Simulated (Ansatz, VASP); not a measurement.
**LiHF2: VASP beside Ansatz**

```xyz
4
Lattice="1.4955 0.8634 4.3796 -1.4955 0.8634 4.3796 0.0000 -1.7268 4.3796" Properties=species:S:1:pos:R:3 pbc="T T T"
Li    0.0000    0.0000    0.0000
H     0.0000    0.0000    6.5694
F     0.0000    0.0000    5.4280
F     0.0000    0.0000    7.7108
```

Alike in both runs: functional PBEsol; k mesh 10 × 10 × 10; no spin polarisation.

Ansatz relaxed the structure, and its values are those at the end. VASP's run is a single point on that final structure, the one shown.

```csv
,VASP,Ansatz
version,VASP 6.6.1,Ansatz 0.2.0
potentials or method,"VASP PAW PBE potentials, release 64 (Li_sv, H, F)","PAW with Ansatz's default frozen-core files, scalar-relativistic"
plane-wave cutoff (eV),520,420
occupations,"gaussian, width 0.01 eV",fixed
valence electrons in the cell,18,18
```

VASP gave:

```
rms of the force components (eV/Å) : 0.025
```

Problem. Estimate Ansatz's values.

Solution. rms of the force components (eV/Å): 0.000.

Caveats: the PAW data sets were made with another functional, which shifts forces and pressure a little (VASP). A k mesh can miss the band edges.
